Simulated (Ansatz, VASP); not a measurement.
Two plane-wave programs on SnTe

INCAR

```
SYSTEM = SnTe
  PREC = Accurate
  ENCUT = 520
  EDIFF = 1E-6
  ISMEAR = 0
  SIGMA = 0.05
  LREAL = .FALSE.
  LASPH = .TRUE.
  NELM = 80
  ALGO = Normal
  ISIF = 2
  LWAVE = .FALSE.
  LCHARG = .TRUE.
  GGA = PE
  IVDW = 13
  LELF = .TRUE.
  LVHAR = .TRUE.
  NBANDS = 17
```

KPOINTS

```
Automatic mesh
0
G
  6 6 6
  0 0 0
```

Contents of POSCAR:

```
SnTe
1.0
    0.0000000000      3.1565012282      3.1565012282
    3.1565012282      0.0000000000      3.1565012282
    3.1565012282      3.1565012282      0.0000000000
Sn Te
1 1
Direct
    0.5000000000      0.5000000000      0.5000000000
    0.0000000000      0.0000000000      0.0000000000
```

Input for Ansatz:

```yaml
crystal:
  lattice:
    - [0.0, 3.1565012282, 3.1565012282]
    - [3.1565012282, 0.0, 3.1565012282]
    - [3.1565012282, 3.1565012282, 0.0]
  atoms:
    - { symbol: Sn, position: [0.5, 0.5, 0.5] }
    - { symbol: Te, position: [0.0, 0.0, 0.0] }
basis:
  ecutwfc: 420
  ecutrho_ratio: 4
kpoints:
  mp_grid: { grid: [6, 6, 6] }
hamiltonian:
  xc: pbe
  dispersion: d4
scf:
  occupations: { method: gaussian, width: 0.05 }
output:
  forces: true
  stress: true
  eigenvalues: true
```

Alike in both runs: task single point; functional PBE; dispersion D4; k mesh 6 × 6 × 6; occupations gaussian, width 0.05 eV; no spin polarisation.

```csv
,VASP,Ansatz
version,VASP 6.6.1,Ansatz 0.2.0
potentials or method,"VASP PAW PBE potentials, release 64 (Sn_d, Te)","scalar-relativistic, plane waves, PAW"
plane-wave cutoff (eV),520,420
valence electrons in the cell,20,30
```

|  | VASP | Ansatz | Ansatz less VASP |
| --- | --- | --- | --- |
| gap on the k mesh at the Fermi level (eV) | 0.08 | 0.08 | -0.001 |
| least direct gap on the mesh (eV) | 0.08 | 0.08 | -0.001 |
| pressure (GPa) | -0.3 | -0.2 | +0.07 |
| dispersion energy (meV/atom) | -438.1 | -438.3 | -0.19 |

The two sets of potentials don't hold the same shells in valence.

Caveats: spin-orbit coupling is left out, which moves the levels of the heavy elements.
